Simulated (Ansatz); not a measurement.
SnO$_{2}$: random displacements

Level of theory: DFT r2SCAN, scalar-relativistic, plane waves, PAW in Ansatz 0.2.0. Settings: plane waves to 500 eV, k-mesh 6×6×8 (Γ-centred), Gaussian smearing 0.05 eV. No spin polarisation. Energies are free energies at this smearing, counted from the undisturbed cell; pressure is positive in compression.

Zero of the scan (relaxed at this level):

```yaml
crystal:
  lattice:
    - [4.76022, 0.00000, 0.00000]
    - [0.00000, 4.76022, 0.00000]
    - [0.00000, 0.00000, 3.20057]
  atoms:
    - { symbol: Sn, position: [0.00000, 0.00000, 0.00000] }
    - { symbol: Sn, position: [0.50000, 0.50000, 0.50000] }
    - { symbol: O, position: [0.30589, 0.30589, 0.00000] }
    - { symbol: O, position: [0.19411, 0.80589, 0.50000] }
    - { symbol: O, position: [0.69411, 0.69411, 0.00000] }
    - { symbol: O, position: [0.80589, 0.19411, 0.50000] }
```

The atoms are displaced (Å, in the unstrained cell):

| atom | ux | uy | uz |
| --- | --- | --- | --- |
| Sn1 | 0.028 | -0.035 | -0.060 |
| Sn2 | -0.003 | 0.014 | 0.013 |
| O3 | -0.043 | -0.027 | 0.025 |
| O4 | 0.011 | 0.042 | 0.082 |
| O5 | 0.032 | -0.039 | -0.061 |
| O6 | -0.025 | 0.046 | 0.001 |

Strain (Voigt, engineering shear): (0.0074, 0.0067, -0.0133, -0.0004, 0.0251, -0.0152).

What are the energy change, the stress and the forces?

ΔE = 64.5 meV/atom; stress (xx, yy, zz, yz, xz, xy; compression positive) (0.44, 0.30, 6.27, 3.78, -4.30, 2.17) GPa; gap on the mesh 1.66 eV.
| atom | Fx (eV/Å) | Fy | Fz |
| --- | --- | --- | --- |
| Sn1 | -2.01 | 1.83 | 2.52 |
| Sn2 | -0.36 | -0.81 | -0.63 |
| O3 | 0.74 | 0.99 | 0.09 |
| O4 | 1.17 | -1.35 | -2.55 |
| O5 | -0.15 | 0.38 | 0.95 |
| O6 | 0.62 | -1.04 | -0.37 |

Cost: 1 run of about 1.2 core-minutes, on Arm Neoverse V2 (shared hosts).